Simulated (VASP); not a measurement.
Runs of VASP 6.6.1 on SnS. Symmetry: Pnma, No. 62, orthorhombic system. Conventional cell: a = 11.083 Å, b = 3.984 Å, c = 4.242 Å, α = 90.00°, β = 90.00°, γ = 90.00°. Around Sn (site symmetry m) lie 3 S at 2.63 to 2.67 Å. Around S (site symmetry m) lie 3 Sn at 2.63 to 2.67 Å. 

```tsv
task	level	potentials or basis	cell	cutoff (eV)	gap on the mesh (eV)	pressure (GPa)	largest force (eV/Å)
relaxation of cell and atoms	PBEsol	VASP PAW PBE potentials, release 64 (Sn_d, S)	relaxed	600	(a)	0.0	-
band structure	LDA	VASP PAW LDA potentials, release 64 (Sn_d, S)	Pnma, 23.4 Å³/atom	520	0.73	-1.7	0.09
band structure	r2SCAN	VASP PAW PBE potentials, release 64 (Sn_d, S)	Pnma, 23.4 Å³/atom	520	0.87	2.0	0.17
band structure	TB-mBJ	VASP PAW PBE potentials, release 64 (Sn_d, S)	Pnma, 23.4 Å³/atom	520	(b)	-	-
```

Alike in all rows: no spin polarisation; k mesh 4 × 8 × 6; smearing gaussian 0.03 eV.

Q: Fill in the values left out.

A: (a) 0.72; (b) 1.06.

Caveats: spin-orbit coupling is left out, which moves the levels of the heavy elements; the PAW data sets were made with another functional, which shifts forces and pressure a little (some runs); the mesh misses the band edges, which the band path finds closer together (some runs).

A k mesh can miss the band edges, and the runs leave out spin-orbit coupling on Sn.

Runs at the PBE level aren't shown here.
